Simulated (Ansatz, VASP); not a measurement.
Two plane-wave programs on Pb

File INCAR:

```
  ALGO = Normal
  EDIFF = 1E-7
  ENCUT = 520
  GGA = PS
  ISIF = 2
  ISMEAR = -1
  LASPH = True
  LCHARG = False
  LREAL = False
  LWAVE = False
  NBANDS = 13
  NELM = 80
  PREC = Accurate
  SIGMA = 0.1
```

Contents of KPOINTS:

```
k-points
0
Gamma
  11 11 11
```

The input POSCAR:

```
Pb
1.0
    3.1807703396      0.0000000000      0.0000000000
    0.0000000000      3.1807703396      0.0000000000
    0.0000000000      0.0000000000      3.1807703396
Pb
1
Direct
    0.0000000000      0.0000000000      0.0000000000
```

Input for Ansatz:

```yaml
crystal:
  lattice:
    - [3.1807703396, 0.0, 0.0]
    - [0.0, 3.1807703396, 0.0]
    - [0.0, 0.0, 3.1807703396]
  atoms:
    - { symbol: Pb, position: [0.0, 0.0, 0.0] }
hamiltonian:
  xc: pbesol
  pseudopotentials:
    kind: paw
    azcp:
      Pb: "pseudopotentials/Pb.paw.azcp"
basis:
  ecutwfc: 420
  fft_grid_basis: typed
kpoints:
  mp_grid: { grid: [11, 11, 11], shift: [0, 0, 0] }
magnetization:
  spin_polarized: false
scf:
  occupations: { method: fermi_dirac, width: 0.1 }
  lower_state_search: "off"
output:
  stress: true
  write_density: true
  write_potential: true
  elf: true
  volumetric_format: npy
```

Alike in both runs: task single point; functional PBEsol; k mesh 11 × 11 × 11; occupations fermi-dirac, width 0.1 eV; no spin polarisation.

|  | VASP | Ansatz |
| --- | --- | --- |
| version | VASP 6.6.1 | Ansatz 0.2.0 |
| potentials or method | VASP PAW PBE potentials, release 64 (Pb_d) | plane waves (420 eV) with PAW, scalar-relativistic |
| plane-wave cutoff (eV) | 520 | 420 |
| valence electrons in the cell | 14 | 14 |

```tsv
	VASP	Ansatz	Ansatz less VASP
pressure (GPa)	0.1	0.2	+0.07
```

With one functional, cell and mesh, what is left measures potentials, basis and numerics. Ansatz warned: «pseudo_functional_mismatch».

Caveats: the PAW data sets were made with another functional, which shifts forces and pressure a little (VASP). Spin-orbit coupling is left out, which matters for the levels of Pb.
